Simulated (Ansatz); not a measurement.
System: SnO2 (1T monolayer).

The cell holds 3 atoms: 1 Sn and 2 O. Cell: a = 3.191 Å, b = 3.191 Å, c = 27.200 Å, α = 90.0°, β = 90.0°, γ = 120.0°. Vacuum lies along c.

```xyz
3
Lattice="3.1913 0.0000 0.0000 -1.5957 2.7638 0.0000 0.0000 0.0000 27.2000" Properties=species:S:1:pos:R:3
Sn    0.0000    0.0000   13.6000
O     0.0000    1.8425   14.6054
O     1.5957    0.9213   12.5946
```

The structure was relaxed with PBEsol. The runs that relaxed it are not among those shown.

Gaps computed with Ansatz 0.2.0 without a self-energy: PBEsol 2.80 eV, PBEsol+SOC 2.80 eV, r2SCAN 3.41 eV and PBE0 5.16 eV.

Q: Estimate the G0W0@PBEsol gap with 6×6×1 mesh, 465 empty bands, screening to 90 eV, PAW set soft_1 files.

About 5.20 eV: on its mesh the run moves the gap from 2.82 eV by +2.41 eV, and the mesh misses the edges by 0.02 eV. Among the scalar-relativistic levels given, PBE0 is nearest (−0.04 eV). Bands and cutoff are finite, so the gap is not at the basis limit. The miss can reach some tenths of an eV and take either sign; the mesh is an error of its own. The mesh in the plane is coarse for a sheet; gap and any exciton binding can still move on denser ones. The many-body steps are scalar-relativistic: spin-orbit coupling is not in them.

[Paths, hosts, dates, memory and timing lines, banners, echoed tables and standing remarks are left out of the program output.]

[Logs are printed without paths, hosts, clocks, repeated set-up lines and the standing remarks that a program may print on its own settings, such as how far it seeks lower states.]

[Runs of the session that timed out or met a known fault of the program may be left out.]

[Cells called generated may have been cut or substituted from an entry of the Crystallography Open Database or the Materials Project.]

[Hosts, paths, dates, database ids (printed as entryN), source tags and the programs' standing remarks are cut or masked in the printed files.]
